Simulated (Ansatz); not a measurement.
# Ta2N (P-3m1) in Ansatz: elastic constants with PBE

Aim: the elastic constants of Ta2N with PBE.

Program: Ansatz 0.2.0. These are calculated values, not measurements. Logs are shortened: lines on timing, memory, paths and dates and some standing lists are left out, and cuts for length are marked.

### 1 The crystal as given

The structure is trigonal, space group P-3m1 (No. 164). Conventional cell: a = 3.113 Å, b = 3.113 Å, c = 4.870 Å, α = 90.00°, β = 90.00°, γ = 120.00°. Ta (site symmetry 3m) is surrounded by 3 N at 2.18 Å. N (site symmetry -3m) has 6 Ta at 2.18 Å as nearest neighbours.

The cell comes from a database or a generator and needn't be the stable form of this composition.

### 2 Elastic constants, PBE

Input file input.yaml:

```yaml
crystal:
  lattice:
    - [3.112861506, 0.0, 0.0]
    - [-1.556430753, 2.6958171426, 0.0]
    - [0.0, 0.0, 4.869841]
  atoms:
    - { symbol: Ta, position: [0.3333333333, 0.6666666667, 0.254711] }
    - { symbol: Ta, position: [0.6666666667, 0.3333333333, 0.745289] }
    - { symbol: "N", position: [0.0, 0.0, 0.0] }
hamiltonian:
  xc: pbe
  pseudopotentials: { kind: paw }
kpoints:
  mp_grid: { grid: [7, 7, 5] }
scf:
  occupations: { method: fermi_dirac, width: 0.05 }
output:
  forces: true
  stress: true
elastic:
  mode: relaxed_ion
  stencil: two_point
```

Potentials or basis: Ansatz PAW.

Command:

```sh
> ansatz run input.yaml --threads 2 --pin off --max-ram 5632MiB --backend cpu --events-out ev --progress --plain --runs-dir out
```

The log of the run:

```text
Warning: RAYON_NUM_THREADS=2 ignored (pool sized by the plan → 2); use --threads N
Engine: ansatz 0.2.0, x86_64-unknown-linux-gnu
Pseudopotentials: kind: paw
Pseudopotential: Ta, paw, valence charge 13, recommended cutoff 420 eV (normal), Ta.paw.azcp
Pseudopotential: N, paw, valence charge 5, recommended cutoff 420 eV (normal), N.paw.azcp
Functional definition: PBE
  parameter kappa = 0.804
  parameter beta = 0.06672455060314922
  exchange = pbe_x(kappa = kappa, mu = beta*pi^2/3)
  correlation = pbe_c(beta = beta)
Crystal: 3 atoms, lattice volume = 40.866 Å³
Basis set: ecut = 420 eV, 797 PW (Γ), exchange–correlation on 48×48×72 points (8 copies of the dense FFT grid, shifted against one another)
Bands: 20, of which v1, the nominal top of the filled ones, is band 16 counted from 1 (15 counted from 0)
Symmetry: 12 space group operations
Space group: P-3m1 (ITA 164), of the structure as read, at distance tolerance 3.4e-5 Å
k-points: 32 of 245
Non-local potential: Ta, projectors of the file, l = 0: 3, l = 1: 2, l = 2: 2, l = 3: 1
Non-local potential: N, projectors of the file, l = 0: 2, l = 1: 2, l = 2: 1
PAW form: soft (Blöchl's): semilocal exchange-correlation on the pseudo side does not see the compensation charge
PAW one-centre angular grid: Ta, 590 points (default); XC on 64 Gauss nodes
PAW one-centre angular grid: N, 110 points (default); XC on 64 Gauss nodes
Initial density: superposition of atomic densities (neutral atoms: chi_scale 0, normalization atom), corrected by the library's trained network
Initial wavefunctions: pseudopotential atomic-orbital guess
Functional: x = pbe(κ = 0.804, μ = 0.2195149727645171), c = pbe(β = 0.06672455060314922)
SCF iter   1: F=—  HF=-20250.899294 eV  |F-HF|=—  |Δ(HF+E_count)|=         —  Δρ=5.05e-3  dr2=1.01e-2  ethr=1.77e-3  ⟨swp⟩=5.9  Hψ=2900  notcnv=0
preconditioner: auto → Kerker (q_TF=auto, 2.605 Å⁻¹)  [metal: Δε(μ)=0.036 eV  Ē_g=8.338 eV  σ=0.050 eV  W_gap=0.18  n_scr=10 (ndim 8)  ℏωp=22.5 eV  f_vac=0.000  D(μ)=1.66/eV (n_scr^D=22)]
SCF iter   2: F=—  HF=-20250.898006 eV  |F-HF|=—  |Δ(HF+E_count)|=   1.29e-3  Δρ=3.17e-3  dr2=4.30e-3  ethr=3.25e-5  ⟨swp⟩=1.0  Hψ=896  notcnv=0
SCF iter   3: F=—  HF=-20250.897350 eV  |F-HF|=—  |Δ(HF+E_count)|=   6.56e-4  Δρ=5.41e-4  dr2=1.96e-4  ethr=1.39e-5  ⟨swp⟩=2.0  Hψ=760  notcnv=0
SCF iter   4: F=—  HF=-20250.897312 eV  |F-HF|=—  |Δ(HF+E_count)|=   3.81e-5  Δρ=2.46e-4  dr2=1.79e-5  ethr=6.33e-7  ⟨swp⟩=2.0  Hψ=851  notcnv=0
SCF iter   5: F=—  HF=-20250.897322 eV  |F-HF|=—  |Δ(HF+E_count)|=   1.01e-5  Δρ=4.77e-5  dr2=1.25e-6  ethr=5.78e-8  ⟨swp⟩=2.0  Hψ=885  notcnv=0
SCF iter   6: F=—  HF=-20250.897323 eV  |F-HF|=—  |Δ(HF+E_count)|=   1.54e-7  Δρ=1.41e-5  dr2=7.15e-8  ethr=4.05e-9  ⟨swp⟩=2.0  Hψ=821  notcnv=0
SCF iter   7: F=—  HF=-20250.897323 eV  |F-HF|=—  |Δ(HF+E_count)|=   4.47e-9  Δρ=2.16e-6  dr2=2.50e-9  ethr=2.31e-10  ⟨swp⟩=2.0  Hψ=759  notcnv=0
SCF iter   8: F=—  HF=-20250.897323 eV  |F-HF|=—  |Δ(HF+E_count)|=  3.93e-10  Δρ=5.69e-7  dr2=1.07e-10  ethr=8.05e-12  ⟨swp⟩=2.0  Hψ=874  notcnv=0
SCF iter   9: F=—  HF=-20250.897323 eV  |F-HF|=—  |Δ(HF+E_count)|=    0.00e0  Δρ=6.61e-8  dr2=1.31e-12  ethr=3.45e-13 (applied; sched 1.00e-12)  ⟨swp⟩=2.5  Hψ=1018  notcnv=0
SCF iter  10: F=-20250.897323 eV  HF=-20250.897323 eV  |F-HF|=1.09e-11  |Δ(HF+E_count)|=  7.28e-12  Δρ=1.30e-8  dr2=4.62e-14  ethr=1.00e-12  ⟨swp⟩=4.8  Hψ=2276  notcnv=0
SCF 1 converged in 10 iterations: F = -20250.897323 eV  dr2 = 4.62e-14
relax step   1: F+E_penalty+E_count = -20250.89732254 eV  Δ(F+E_penalty+E_count) = +0.000e0 eV  max|allowed force component| = 3.429e-2 eV/Å  Δτ_max = 0.0000 Å  (10 SCF iters, accepted)
Initial density: handed on by an earlier stage of this run
Initial wavefunctions: pseudopotential atomic-orbital guess (no wavefunctions were taken with the density)
iter 1 solved again at ethr=5.13e-4 eV; its pass at ethr=3.10e-3 eV (dr2=1.59e-1 eV) is discarded
SCF iter   1: F=—  HF=-20250.937982 eV  |F-HF|=—  |Δ(HF+E_count)|=         —  Δρ=1.08e-2  dr2=1.57e-1  ethr=5.13e-4  ⟨swp⟩=1.0  Hψ=3597  notcnv=0
preconditioner: auto → Kerker (q_TF=auto, 2.605 Å⁻¹)  [metal: Δε(μ)=0.102 eV  Ē_g=8.259 eV  σ=0.050 eV  W_gap=0.41  n_scr=10 (ndim 8)  ℏωp=22.5 eV  f_vac=0.000  D(μ)=1.50/eV (n_scr^D=8)]
SCF iter   2: F=—  HF=-20250.912024 eV  |F-HF|=—  |Δ(HF+E_count)|=   2.60e-2  Δρ=5.72e-3  dr2=5.07e-2  ethr=5.07e-4  ⟨swp⟩=2.1  Hψ=781  notcnv=0
[... 284 lines left out ...]
SCF iter   5: F=—  HF=-20250.897298 eV  |F-HF|=—  |Δ(HF+E_count)|=  3.64e-12  Δρ=6.19e-8  dr2=1.78e-12  ethr=4.97e-14 (applied; sched 1.00e-12)  ⟨swp⟩=2.0  Hψ=1983  notcnv=0  defer=2
SCF iter   6: F=-20250.897298 eV  HF=-20250.897298 eV  |F-HF|=0.00e0  |Δ(HF+E_count)|=  3.64e-12  Δρ=1.94e-8  dr2=7.92e-14  ethr=1.00e-12  ⟨swp⟩=3.1  Hψ=5618  notcnv=0
SCF 28 converged in 6 iterations: F = -20250.897298 eV  dr2 = 7.92e-14
relax step   3: F+E_penalty+E_count = -20250.89729821 eV  Δ(F+E_penalty+E_count) = -1.046e-8 eV  max|allowed force component| = 7.486e-7 eV/Å  Δτ_max = 0.0000 Å  (6 SCF iters, accepted)
iter 1 solved again at ethr=1.00e-12 eV; its pass at ethr=3.10e-3 eV (dr2=9.97e-12 eV) is discarded
SCF iter   1: F=—  HF=-20250.897291 eV  |F-HF|=—  |Δ(HF+E_count)|=         —  Δρ=3.49e-7  dr2=1.00e-11  ethr=1.00e-12  ⟨swp⟩=1.7  Hψ=7980  notcnv=0
SCF iter   2: F=—  HF=-20250.897298 eV  |F-HF|=—  |Δ(HF+E_count)|=   7.27e-6  Δρ=1.84e-7  dr2=4.30e-12  ethr=3.23e-14 (applied; sched 1.00e-12)  ⟨swp⟩=3.0  Hψ=3109  notcnv=0
SCF iter   3: F=—  HF=-20250.897298 eV  |F-HF|=—  |Δ(HF+E_count)|=  7.28e-12  Δρ=1.22e-7  dr2=1.33e-12  ethr=1.39e-14 (applied; sched 1.00e-12)  ⟨swp⟩=1.9  Hψ=1517  notcnv=0
SCF iter   4: F=—  HF=-20250.897298 eV  |F-HF|=—  |Δ(HF+E_count)|=  7.28e-12  Δρ=8.45e-8  dr2=5.97e-13  ethr=4.30e-15 (applied; sched 1.00e-12)  ⟨swp⟩=1.0  Hψ=1440  notcnv=0
SCF iter   5: F=-20250.897298 eV  HF=-20250.897298 eV  |F-HF|=0.00e0  |Δ(HF+E_count)|=  3.64e-12  Δρ=3.27e-8  dr2=9.41e-14  ethr=1.00e-12  ⟨swp⟩=3.0  Hψ=4935  notcnv=0
SCF 29 converged in 5 iterations: F = -20250.897298 eV  dr2 = 9.41e-14
SCF converged after 6 iterations
Free energy (F): -20250.897382 eV
Harris-Foulkes:  -20250.897382 eV  (|F-HF|=1.46e-11)
Internal energy: -20250.884039 eV  (E = F + TS)
E sigma→0 (E₀):  -20250.890711 eV
Entropy (-TS):   -0.013343 eV (-4.448 meV/atom)
Fermi energy:    19.638841 eV
--- Per-component energies (eV) ---
  E_band       = -180.251241
  E_kinetic    = 863.937184
  E_local      = -1248.132480  (includes V_loc(G=0)·N_el)
  E_nonlocal   = 73.457449
  E_hartree    = 430.806119
  E_xc         = -497.987945
  E_vxc        = -485.847967  (∫ρ·V_xc dr)
  E_paw        = -16920.524599  (= ΣΔE_a)
  E_vpaw       = -245.278065  (= ΣTr[D̂ρ^β])
  E_aug_tail   = 0.000401  (compensation charges beyond the density's cutoff)
  E_ewald      = -2952.440169
  E_smearing   = -0.013343  (= −TS)
  E_closure    = 0.000000  (closes the sum)
  Σ components = -20250.897382   (vs F -20250.897382, Δ=0.00e0)
--- Forces (eV/Å), atoms counted from 1 ---
  atom   1  Ta     0.00000000     0.00000000     0.00000147
  atom   2  Ta    -0.00000000    -0.00000000    -0.00000147
  atom   3  N      0.00000000     0.00000000     0.00000000
  max |Σ_I F_I| component: 0.00e0 eV/Å
--- Stress (GPa, compression-positive) ---
       -1.150366       0.000000       0.000000
       -0.000000      -1.150366      -0.000000
        0.000000      -0.000000      -1.311934
  P = ⅓ Tr σ = -1.2042 GPa (-12.042 kbar)
--- Band table (eV; the first three rows and the last of 32) ---
  k-point 0: bands = ["-49.0068", "-48.9299", "-16.0444", "-15.3257", "-15.3257", "-15.2006", "-15.2006", "-15.0859", "2.1787", "11.2143", "13.5659", "13.5659", "14.6221", "18.9470", "19.3707", "19.3707", "19.8467", "19.8815", "19.8815", "20.7401"]
  k-point 1: bands = ["-48.9996", "-48.9373", "-15.9592", "-15.3143", "-15.3143", "-15.2122", "-15.2122", "-15.1837", "2.2537", "10.9742", "13.5018", "13.5018", "15.1207", "18.3013", "18.9788", "18.9788", "20.2730", "20.2730", "20.5287", "21.3848"]
  k-point 2: bands = ["-48.9808", "-48.9562", "-15.7319", "-15.4313", "-15.2856", "-15.2856", "-15.2411", "-15.2411", "2.3783", "10.6374", "13.4052", "13.4052", "16.2299", "17.3918", "18.5469", "18.5469", "21.2141", "21.4613", "21.4613", "21.7553"]
  k-point 31: bands = ["-48.9322", "-48.9277", "-15.8753", "-15.8487", "-15.6761", "-15.5917", "-15.2896", "-15.2486", "3.0672", "11.8074", "12.2532", "13.1909", "17.0496", "17.3822", "17.5722", "19.7759", "20.1116", "21.5961", "23.0975", "23.7773"]
--- Elastic constants: 3 strain directions × 2 members + reference (group order 12) ---
  dense FFT box of the reference and of every strained cell: 24×24×36
  strains applied: 11, 33, 23; error gains: componentwise 1.00 (the most a stress slope's error grows in a printed constant), spectral 1.41 (1 for all six strains in a standard setting)
  reference relaxed by the batch: 4 steps; max|allowed force component| 3.43e-2 eV/Å at the deck's positions, 1.63e-6 at the last accepted step, 1.47e-6 by the solve of record
  largest displacement 1.7e-3 Å; the constants are those of the deck's cell at these positions:
  atoms:
    - { symbol: Ta, position: [0.3333333333333333, 0.6666666666666666, 0.25506514776262945] }
    - { symbol: Ta, position: [0.6666666666666666, 0.3333333333333333, 0.7449348522373703] }
    - { symbol: N, position: [-2.737378367310668e-35, 2.4806047285618965e-37, 0.0] }
  C = ∂σ_k/∂η_j (tension-positive GPa; Voigt order 11 22 33 23 13 12):
       388.593    135.636    239.339    -55.753      0.000      0.000
       135.636    388.593    239.339     55.753      0.000      0.000
       238.892    238.892    370.395     -0.000      0.000      0.000
       -55.700     55.700     -0.000    111.696      0.000      0.000
         0.000      0.000      0.000      0.000    111.696    -55.700
         0.000      0.000      0.000      0.000    -55.753    126.479
  reference stress σ⁰ (GPa):      1.150      1.150      1.312      0.000     -0.000      0.000
  C* (energy form; C + prestress term) asymmetry max|C*_kj − C*_jk| = 2.855e-1 GPa — a small one proves nothing (zero by symmetry where the batch's group is 432, −43m or m−3m); a large one is finite-difference/SCF noise where every solve meets its electron count
  moduli (Voigt/Reuss/Hill, GPa): K = 263.92/258.69/261.30   G = 105.56/79.29/92.42   E = 248.03   ν = 0.342
  mechanically stable: yes (min eigenvalue of sym C = 62.87 GPa)
  strain η (Voigt 11):  stress-route row diagonal C_11 = 388.59 GPa, energy-path curvature d²(F+E_count+ΔE)/dδ²/Ω₀ = 389.41 GPa
         δ    σ_11 (GPa)             F (eV)   n_scf  n_hpsi   n_pw
    -2.000e-3       0.3691      -20250.8976924       7   22400    807   relax 4 steps, max|allowed force component| 3.07e-5 eV/Å
     2.000e-3       1.9235      -20250.8965837       5   19977    807   relax 3 steps, max|allowed force component| 1.05e-5 eV/Å
  strain η (Voigt 33):  stress-route row diagonal C_33 = 370.39 GPa, energy-path curvature d²(F+E_count+ΔE)/dδ²/Ω₀ = 371.79 GPa
         δ    σ_33 (GPa)             F (eV)   n_scf  n_hpsi   n_pw
    -2.000e-3       0.5591      -20250.8978013       5    8885    807   relax 2 steps, max|allowed force component| 4.79e-5 eV/Å
     2.000e-3       2.0407      -20250.8965605       7   10664    811   relax 3 steps, max|allowed force component| 3.14e-7 eV/Å
  strain η (Voigt 23):  stress-route row diagonal C_44 = 111.70 GPa, energy-path curvature d²(F+E_count+ΔE)/dδ²/Ω₀ = 111.58 GPa
         δ    σ_23 (GPa)             F (eV)   n_scf  n_hpsi   n_pw
    -2.000e-3      -0.2242      -20250.8972929       5   20025    807   relax 3 steps, max|allowed force component| 7.86e-6 eV/Å
     2.000e-3       0.2225      -20250.8972982       5   19987    807   relax 3 steps, max|allowed force component| 7.49e-7 eV/Å
```

It took 70 s on 2 threads of Intel Xeon at 2.50GHz (Skylake/Cascade Lake), shared host; peak memory 0.41 GiB.

Results:

- Free energy: -20250.8974 eV
- Pressure: -1.2 GPa
- Band gap on the k mesh: none (metal or under the smearing width)
- Voigt bulk modulus: 264 GPa

Elastic tensor in Voigt notation (GPa, in the Cartesian axes of the cell as first typed):
```
389 136 239 -56   0   0
136 389 239  56   0   0
239 239 370   0   0   0
-56  56   0 112   0   0
  0   0   0   0 112 -56
  0   0   0   0 -56 126
```

Caveat: elastic constants of metals need much finer meshes, so these are rough. The run has no spin-orbit coupling, so splittings on Ta are missing.
